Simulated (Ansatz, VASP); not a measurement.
## HfC in VASP and in Ansatz

File INCAR:

```
SYSTEM = HfC
  PREC = Accurate
  ENCUT = 520
  EDIFF = 1E-8
  ISMEAR = -1
  SIGMA = 0.02
  LREAL = .False.
  LASPH = .True.
  NELM = 60
  ALGO = Normal
  ISIF = 2
  LWAVE = .False.
  LCHARG = .False.
  GGA = PE
  LEFG = .True.
  NBANDS = 14
```

Contents of KPOINTS:

```
regular mesh
0
Gamma
  10 10 10
  0 0 0
```

POSCAR

```
HfC
1.0
    0.0000000000      2.3171388429      2.3171388429
    2.3171388429      0.0000000000      2.3171388429
    2.3171388429      2.3171388429      0.0000000000
Hf C
1 1
Direct
    0.0000000000      0.0000000000      0.0000000000
    0.5000000000      0.5000000000      0.5000000000
```

Input for Ansatz:

```yaml
crystal:
  lattice:
    - [0.0, 2.3171388429, 2.3171388429]
    - [2.3171388429, 0.0, 2.3171388429]
    - [2.3171388429, 2.3171388429, 0.0]
  atoms:
    - { symbol: Hf, position: [0.0, 0.0, 0.0] }
    - { symbol: C, position: [0.5, 0.5, 0.5] }
kpoints:
  mp_grid: { grid: [10, 10, 10] }
scf:
  occupations: { method: fermi_dirac, width: 0.02 }
hamiltonian:
  xc: pbe
  pseudopotentials: { kind: paw }
output:
  forces: true
  stress: true
  populations: true
  efg: { quadrupole_moments_barn: { Hf: 3.365 }, contact_densities: true }
  write_density: true
  write_potential: true
  elf: true
  volumetric_format: npy
```

The cell is a database's computed one.

Alike in both runs: task electric field gradients; functional PBE; k mesh 10 × 10 × 10; occupations fermi-dirac, width 0.02 eV; no spin polarisation.

|  | VASP | Ansatz |
| --- | --- | --- |
| version | VASP 6.6.1 | Ansatz 0.2.0 |
| potentials or method | VASP PAW PBE potentials, release 64 (Hf_pv, C) | plane-wave PAW, scalar-relativistic |
| plane-wave cutoff (eV) | 520 | 420 |
| valence electrons in the cell | 14 | 30 |

VASP gave:

| Item | Value |
| --- | --- |
| pressure (GPa) | 2.0 |
| Vzz of the field gradient on the site that differs most (V/Å²) | 0.0 |

Problem. Which values does Ansatz return?

Solution. Pressure (GPa): 2.6; Vzz of the field gradient on the site that differs most (V/Å²): 0.0.

The two sets of potentials don't hold the same shells in valence. Ansatz warned: «gradients_without_spin_orbit».

Spin-orbit coupling is left out, which matters for the levels of Hf.
